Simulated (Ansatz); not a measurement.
# Te2Mo under changes of volume

One of the cells (64.121 Å³/atom); the others are scaled copies at fixed shape and fractional positions:

```
CELL_PARAMETERS angstrom
3.56023 0.00000 0.00000
-1.78012 3.08325 0.00000
0.00000 0.00000 17.52406
ATOMIC_POSITIONS crystal
Te 0.33333 0.66667 0.10214
Te 0.33333 0.66667 0.89786
Mo 0.00000 0.00000 0.00000
```

```yaml
Program: Ansatz 0.2.0
Functional: PBEsol
Potentials_or_basis: Ansatz PAW
Cutoff: "420 eV (not typed: the program's choice for these potentials)"
k_mesh: 9 × 9 × 2
Occupations: fermi-dirac, width 0.05 eV
Spin: no spin polarisation
```

| volume (Å³/atom) | energy over the lowest point (meV/atom) | gap on the mesh (eV) | largest force (eV/Å) |
| --- | --- | --- | --- |
| 60.274 | ? | ? | ? |
| 61.556 | 0.75 | 1.11 | 0.432 |
| 62.839 | 0.00 | 1.08 | 0.116 |
| 64.121 | 5.64 | 1.05 | 0.175 |
| 65.404 | 16.98 | 1.02 | 0.443 |
| 66.686 | 33.40 | 0.99 | 0.690 |
| 67.968 | 54.36 | 0.96 | 0.917 |

**Question.** What does the run at 60.274 Å³/atom give?

**Answer.** Energy over the lowest point 8.66 meV/atom; gap on the mesh 1.15 eV; largest force 0.776 eV/Å.

Worked out: A Birch-Murnaghan fit of order 3 (a polynomial in V^(-2/3)) to the other rows has its minimum at 62.34 Å³/atom with B0 = V·E''(V) = 41 GPa and B' = 4.5 at fixed shape and positions, which overstates the stiffness. It gives 8.65 meV/atom at 60.274 Å³/atom, against the run's 8.66. A straight line through the other rows of the gap, of slope -1.51 eV per unit of ln V (its deformation potential), extrapolates to 1.14 eV, against the run's 1.15.

Energies are extrapolated to zero smearing.

Caveats: odd divisions of the mesh miss points on the zone boundary, where band edges often lie, so the gap on the mesh can be too wide; spin-orbit coupling is left out, which moves the levels of the heavy elements; the PAW data sets come from PBE, with cores solved anew for the run's functional, which leaves a small shift of forces and pressure.

A mesh can miss the band edges.
